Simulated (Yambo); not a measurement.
# GaAs (F-43m) in Yambo: further runs

The runs below take GaAs through optical spectrum, with PBE.

Program: Yambo 5.3.0. These are calculated values, not measurements. Logs are shortened: lines on timing, memory, paths and dates and some standing lists are left out, and cuts for length are marked.

**Experimental background.**

From “Evidence of valence band perturbations in GaAsN/GaAs(001): A combined variable-angle spectroscopic ellipsometry and modulated photoreflectance investigation”, 2008, arxiv:0805.2212, for a bulk crystal of GaAs at 300 K: band gap 1.418 ± 0.005 eV (direct); band gap 1.412 ± 0.01 eV (direct).

The runs below are set against these values where they give the same quantity.

**1. The crystal as given**

It takes space group F-43m (No. 216, cubic). The conventional cell has a = 5.654 Å, b = 5.654 Å, c = 5.654 Å, α = 90.00°, β = 90.00°, γ = 90.00°. As (site symmetry -43m) is surrounded by 4 Ga at 2.45 Å. Ga (site symmetry -43m) has 4 As at 2.45 Å as nearest neighbours.

**2. Optical spectrum, PBE**

Input file optics1.in:

```
optics
chi
Chimod= "HARTREE"
% BndsRnXd
 1 | 39 |
%
NGsBlkXd= 2 Ry
% LongDrXd
 0 | 1 | 0 |
%
% QpntsRXd
 1 | 1 |
%
% EnRngeXd
 0 | 30 | eV
%
% DmRngeXd
 0.05 | 0.05 | eV
%
ETStpsXd= 150
```

Input file scf.in:

```
&CONTROL
  calculation = 'scf'
  prefix = 'pwscf'
  outdir = './tmp'
  pseudo_dir = './pseudo'
/
&SYSTEM
  ibrav = 0
  nat = 2
  ntyp = 2
  ecutwfc = 84
  nbnd = 21
  occupations = 'smearing'
  smearing = 'fd'
  degauss = 0.00367493
  force_symmorphic = .true.
/
&ELECTRONS
  conv_thr = 4d-10
  electron_maxstep = 120
  mixing_beta = 0.5
/
ATOMIC_SPECIES
As    74.9216 As.upf
Ga    69.7230 Ga.upf
CELL_PARAMETERS angstrom
   0.0000000000    2.8268500000    2.8268500000
   2.8268500000    0.0000000000    2.8268500000
   2.8268500000    2.8268500000    0.0000000000
ATOMIC_POSITIONS angstrom
As     4.2402750000    4.2402750000    4.2402750000
Ga     0.0000000000    0.0000000000    0.0000000000
K_POINTS automatic
14 14 14 0 0 0
```

Input file nscf.in:

```
&CONTROL
  calculation = 'nscf'
  prefix = 'pwscf'
  outdir = './tmp'
  pseudo_dir = './pseudo'
/
&SYSTEM
  ibrav = 0
  nat = 2
  ntyp = 2
  ecutwfc = 84
  nbnd = 39
  occupations = 'fixed'
  force_symmorphic = .true.
/
&ELECTRONS
  conv_thr = 1d-08
  diago_full_acc = .true.
  diago_thr_init = 1d-06
/
ATOMIC_SPECIES
As    74.9216 As.upf
Ga    69.7230 Ga.upf
CELL_PARAMETERS angstrom
   0.0000000000    2.8268500000    2.8268500000
   2.8268500000    0.0000000000    2.8268500000
   2.8268500000    2.8268500000    0.0000000000
ATOMIC_POSITIONS angstrom
As     4.2402750000    4.2402750000    4.2402750000
Ga     0.0000000000    0.0000000000    0.0000000000
K_POINTS automatic
14 14 14 0 0 0
```

Potentials or basis: PseudoDojo 0.4.1 SR PBE standard.

On the command line:

```console
$ OMP_NUM_THREADS=1 pw.x -in scf.in > scf.out
$ OMP_NUM_THREADS=1 pw.x -in nscf.in > nscf.out
$ cd tmp/pwscf.save; p2y; mv SAVE ../..; cd ../..
$ OMP_NUM_THREADS=1 yambo
$ OMP_NUM_THREADS=1 yambo -F optics1.in -J optics1 -C optics1_out
```

Yambo's report:

```text
[... sections 02.01 to 02.04 as in the set-up run ...]

[... 5 lines left out ...]
  [X] Bosonic    Temperature                        :  0.000000  0.000000 [eV K]
  [X] Finite Temperature mode                       : no
  [X] El. density                                   :  0.61975E+24 [cm-3]
  [X] Fermi Level                                   :  8.798044 [eV]

  [X] === Gaps and Widths ===
  [X] Conduction Band Min                           :  0.516512 [eV]
  [X] Valence Band Max                              :  0.000000 [eV]
  [X] Filled Bands                                  :  14
  [X] Empty Bands                                   :   15   39
  [X] Direct Gap                                    :  0.516512 [eV]
  [X] Direct Gap localized at k                     :  1
  [X] Indirect Gap                                  :  0.516512 [eV]
  [X] Indirect Gap between kpts                     :  1  1
  [X] Last valence band width                       :  3.308912 [eV]
  [X] 1st conduction band width                     :  3.705256 [eV]

 [03] Transferred momenta grid and indexing
 ==========================================

 IBZ Q-points                                      :  104
 BZ  Q-points                                      :  2744

 K/Q-points units:
 rlu = crystal or reduced units; cc = cartesian coordinates; iku = interal k-units

 Q [  1]        [rlu]:  0.000000  0.000000  0.000000
 Q [  2]        [rlu]:  0.19697E-17  0.19697E-17  0.71429E-01
 Q [  3]        [rlu]: -0.57807E-17 -0.57807E-17  0.14286
 Q [  4]        [rlu]: -0.41482E-17 -0.41482E-17  0.21429
 Q [  5]        [rlu]: -0.11561E-16 -0.11561E-16  0.28571
 Q [  6]        [rlu]:  0.60278E-17  0.60278E-17  0.35714
[... 42 lines left out ...]
 Q [ 49]        [rlu]: -0.37308E-17  0.35714      0.35714
 Q [ 50]        [rlu]: -0.60087E-17  0.35714      0.42857

 Remaining 54 points informations can be written running with -fatlog

 [04] Dipoles
 ============

  [04.01] Setup: observables and procedures
  =========================================

  [WF-Oscillators/G space/Transverse up loader] Normalization (few states)  min/max  :  0.34694E-17   1.0000

  [WR./optics1//ndb.dipoles]------------------------------------------------------
   Brillouin Zone Q/K grids (IBZ/BZ)                :   104  2744   104  2744
   RL vectors                                       :   5029 [WF]
   Fragmentation                                    : yes
   Electronic Temperature                           :  0.000000 [K]
   Bosonic    Temperature                           :  0.000000 [K]
   DIP band range                                   :    1   39
   DIP band range limits                            :  14  15
   DIP e/h energy range                             : -1.000000 -1.000000 [eV]
   RL vectors in the sum                            :   5029
   [r,Vnl] included                                 : yes
   Bands ordered                                    : yes
   Direct v evaluation                              : no
   Approach used                                    : G-space v
   Dipoles computed                                 : R V P [G-space]
   Wavefunctions                                    : Perdew, Burke & Ernzerhof(X)+Perdew, Burke & Ernzerhof(C)

  [WARNING] [r,Vnl^pseudo] included in position and velocity dipoles.

  [WARNING] In case H contains other non local terms, these are neglected

 [05] Optics
 ===========

 [X-CG] R(p) Tot o/o(of R):    27490   960400      100
```

It took 5.1 min on 1 thread of Arm Neoverse V1, shared host; peak memory 1.2 GiB.

What came out:

```yaml
Band_gap_on_the_k_mesh_mean-field_level: 0.52 eV, direct
Absorption_peak: 4.23 eV
Electronic_dielectric_constant_along_the_field: 15.50
Electronic_dielectric_constant_along_the_field_independent_particles: 16.45
Peak_of_the_energy-loss_function: 15.3 eV
```

Dielectric function (along the field direction of the input):
| energy (eV) | real part | imaginary part |
| --- | --- | --- |
| 0.40 | 19.04 | 2.54 |
| 1.41 | 11.18 | 3.33 |
| 2.42 | 14.05 | 11.52 |
| 3.42 | 10.87 | 12.69 |
| 4.43 | -6.60 | 18.53 |
| 5.44 | -4.20 | 6.80 |
| 6.44 | -5.72 | 5.87 |
| 7.45 | -3.56 | 3.02 |
| 8.46 | -1.74 | 1.75 |
| 9.46 | -0.99 | 1.83 |
| 10.67 | -1.23 | 1.27 |
| 11.68 | -0.85 | 0.66 |
| 12.68 | -0.58 | 0.47 |
| 13.69 | -0.19 | 0.33 |
| 14.70 | -0.05 | 0.31 |
| 15.70 | 0.14 | 0.29 |
| 16.71 | 0.32 | 0.24 |
| 17.72 | 0.30 | 0.27 |
| 18.72 | 0.44 | 0.18 |
| 19.93 | 0.48 | 0.25 |

Energy-loss function:
```csv
energy (eV),loss
0.0,0.002
1.2,0.006
2.6,0.048
3.8,0.035
5.2,0.071
6.4,0.087
7.9,0.171
9.1,0.204
10.5,0.489
11.7,0.568
13.1,1.319
14.3,2.462
15.7,2.781
16.9,1.666
18.3,1.058
19.5,1.169
20.9,0.947
22.1,0.465
23.6,0.412
24.8,0.416
26.2,0.268
27.4,0.232
28.8,0.275
30.0,0.203
```

Caveat: these spectra lack excitons.

**3. Optical spectrum, PBE**

Input file optics2.in:

```
optics
chi
tddft
Chimod= "ALDA"
% BndsRnXd
 1 | 39 |
%
NGsBlkXd= 3 Ry
% LongDrXd
 0 | 1 | 0 |
%
% QpntsRXd
 1 | 1 |
%
% EnRngeXd
 0 | 30 | eV
%
% DmRngeXd
 0.05 | 0.05 | eV
%
ETStpsXd= 200
FxcGRLc= 3 Ry
VXCRLvcs= 3 Ry
```

scf.in is that of step 2.

nscf.in is that of step 2.

Potentials or basis: PseudoDojo 0.4.1 SR PBE standard.

On the command line:

```console
$ OMP_NUM_THREADS=1 pw.x -in scf.in > scf.out
$ OMP_NUM_THREADS=1 pw.x -in nscf.in > nscf.out
$ cd tmp/pwscf.save; p2y; mv SAVE ../..; cd ../..
$ OMP_NUM_THREADS=1 yambo
$ OMP_NUM_THREADS=1 yambo -F optics2.in -J optics2 -C optics2_out
```

Yambo's report:

```text
[... sections 02.01 to 02.04 as in the set-up run ...]

[... 5 lines left out ...]
  [X] Bosonic    Temperature                        :  0.000000  0.000000 [eV K]
  [X] Finite Temperature mode                       : no
  [X] El. density                                   :  0.61975E+24 [cm-3]
  [X] Fermi Level                                   :  8.798044 [eV]

  [X] === Gaps and Widths ===
  [X] Conduction Band Min                           :  0.516512 [eV]
  [X] Valence Band Max                              :  0.000000 [eV]
  [X] Filled Bands                                  :  14
  [X] Empty Bands                                   :   15   39
  [X] Direct Gap                                    :  0.516512 [eV]
  [X] Direct Gap localized at k                     :  1
  [X] Indirect Gap                                  :  0.516512 [eV]
  [X] Indirect Gap between kpts                     :  1  1
  [X] Last valence band width                       :  3.308912 [eV]
  [X] 1st conduction band width                     :  3.705256 [eV]

 [03] Transferred momenta grid and indexing
 ==========================================

 IBZ Q-points                                      :  104
 BZ  Q-points                                      :  2744

 K/Q-points units:
 rlu = crystal or reduced units; cc = cartesian coordinates; iku = interal k-units

 Q [  1]        [rlu]:  0.000000  0.000000  0.000000
 Q [  2]        [rlu]:  0.19697E-17  0.19697E-17  0.71429E-01
 Q [  3]        [rlu]: -0.57807E-17 -0.57807E-17  0.14286
 Q [  4]        [rlu]: -0.41482E-17 -0.41482E-17  0.21429
 Q [  5]        [rlu]: -0.11561E-16 -0.11561E-16  0.28571
 Q [  6]        [rlu]:  0.60278E-17  0.60278E-17  0.35714
[... 42 lines left out ...]
 Q [ 49]        [rlu]: -0.37308E-17  0.35714      0.35714
 Q [ 50]        [rlu]: -0.60087E-17  0.35714      0.42857

 Remaining 54 points informations can be written running with -fatlog

 [04] Dipoles
 ============

  [04.01] Setup: observables and procedures
  =========================================

  [WF-Oscillators/G space/Transverse up loader] Normalization (few states)  min/max  :  0.34694E-17   1.0000

  [WR./optics2//ndb.dipoles]------------------------------------------------------
   Brillouin Zone Q/K grids (IBZ/BZ)                :   104  2744   104  2744
   RL vectors                                       :   5029 [WF]
   Fragmentation                                    : yes
   Electronic Temperature                           :  0.000000 [K]
   Bosonic    Temperature                           :  0.000000 [K]
   DIP band range                                   :    1   39
   DIP band range limits                            :  14  15
   DIP e/h energy range                             : -1.000000 -1.000000 [eV]
   RL vectors in the sum                            :   5029
   [r,Vnl] included                                 : yes
   Bands ordered                                    : yes
   Direct v evaluation                              : no
   Approach used                                    : G-space v
   Dipoles computed                                 : R V P [G-space]
   Wavefunctions                                    : Perdew, Burke & Ernzerhof(X)+Perdew, Burke & Ernzerhof(C)

  [WARNING] [r,Vnl^pseudo] included in position and velocity dipoles.

  [WARNING] In case H contains other non local terms, these are neglected

 [05] Optics
 ===========

 [xc] Functional : Perdew, Burke & Ernzerhof(X)+Perdew, Burke & Ernzerhof(C)
 [xc] LIBXC used to calculate xc functional
  PP Number of Atomic Species                      :  2
  NLCC RL compoments                               :   31775
 [X-CG] R(p) Tot o/o(of R):    27490   960400      100
```

o-optics2.eel_q1_inv_alda_dyson:

```text
# Electron Energy Loss @ Q(1):   0.00000000      1.00000000      0.00000000    [q->0 direction]
#
# [ X ] Hartree size                              :   51
# [GEN] GF Energies                               : Perdew, Burke & Ernzerhof(X)+Perdew, Burke & Ernzerhof(C)
# [GEN] Green`s Function                          : T-ordered
#
# [GEN] Gauge                                     : Length
# [GEN] [r,Vnl] included                          : yes
#
#    E[1] [eV]          Im(eel)            Re(eel)            Im(eel_o)          Re(eel_o)
#
        0.000000           0.001782          -0.062108           0.001710          -0.060747
        0.150754           0.002017          -0.061038           0.001934          -0.059734
        0.301508           0.003230          -0.056904           0.003093          -0.055808
        0.452261           0.011580          -0.043756           0.011201          -0.043264
        0.603015           0.045576          -0.098344           0.041229          -0.095260
        0.753769           0.006310          -0.082580           0.005856          -0.079797
[... 192 lines left out ...]
        29.84925           0.203999          -1.359977           0.192413          -1.389755
        30.00000           0.193982          -1.342519           0.187174          -1.375586
#
```

o-optics2.eps_q1_inv_alda_dyson:

```text
# Absorption @ Q(1):   0.00000000      1.00000000      0.00000000    [q->0 direction]
#
# [ X ] Hartree size                              :   51
# [GEN] GF Energies                               : Perdew, Burke & Ernzerhof(X)+Perdew, Burke & Ernzerhof(C)
# [GEN] Green`s Function                          : T-ordered
#
# [GEN] Gauge                                     : Length
# [GEN] [r,Vnl] included                          : yes
#
#    E[1] [eV]          Im(eps)            Re(eps)            Im(eps_o)          Re(eps_o)
#
        0.000000           0.461565           16.08783           0.463016           16.44865
        0.150754           0.540873           16.36529           0.541473           16.72344
        0.301508           0.994163           17.51690           0.990091           17.86365
        0.452261           5.652315           21.35833           5.608149           21.66213
        0.603015           3.879217           8.370590           3.826606           8.841435
        0.753769           0.920004           12.03923           0.914812           12.46467
[... 192 lines left out ...]
        29.84925           0.107870           0.719126           0.097749           0.706018
        30.00000           0.105426           0.729635           0.097119           0.713748
#
```

Wall time 5.7 min (1 thread of Arm Neoverse V1, shared host); peak memory 1.2 GiB.

What came out:

- Band gap on the k mesh, mean-field level: 0.52 eV, direct
- Absorption peak: 4.22 eV
- Electronic dielectric constant along the field: 16.09
- Electronic dielectric constant along the field, independent particles: 16.45
- Peak of the energy-loss function: 15.2 eV

Dielectric function (along the field direction of the input):
```
energy (eV)  real part  imaginary part
       0.30      17.52            0.99
       0.75      12.04            0.92
       1.21      17.46            1.58
       1.81      20.39            8.50
       2.26       8.70           12.53
       2.71      13.99           10.71
       3.32      11.64           13.52
       3.77      12.35           13.06
       4.22       5.41           36.03
       4.82     -13.87           15.03
       5.28      -6.12            6.33
       5.73      -1.98            9.83
       6.33      -6.14            6.87
       6.78      -5.15            3.40
       7.24      -2.92            3.52
       7.84      -3.09            2.52
       8.29      -2.52            1.52
       8.74      -1.95            2.29
       9.35      -1.62            1.28
       9.80      -2.09            1.39
      10.25      -1.38            0.70
      10.85      -1.32            1.03
      11.31      -1.14            0.82
      11.76      -0.85            0.64
      12.36      -0.71            0.65
      12.81      -0.51            0.43
      13.27      -0.39            0.37
      13.87      -0.19            0.39
      14.32      -0.15            0.31
      14.77      -0.02            0.32
      15.38       0.08            0.27
      15.83       0.13            0.33
      16.28       0.24            0.25
      16.88       0.28            0.27
      17.34       0.32            0.30
      17.79       0.32            0.23
      18.39       0.41            0.25
      18.84       0.54            0.23
      19.30       0.38            0.34
      19.90       0.48            0.23
```

Energy-loss function:
```csv
energy (eV),loss
0.0,0.002
1.4,0.037
2.6,0.045
3.9,0.041
5.3,0.082
6.5,0.081
7.8,0.158
9.2,0.215
10.4,0.534
11.8,0.566
13.1,1.326
14.3,2.619
15.7,2.960
16.9,1.766
18.2,1.126
19.6,1.267
20.8,1.018
22.2,0.484
23.5,0.367
24.7,0.433
26.1,0.257
27.4,0.228
28.6,0.335
30.0,0.194
```

Caveat: the LDA kernel is used on GGA states, which is inconsistent by a few percent; these spectra lack excitons.

(Continued in part 2 of 2.)
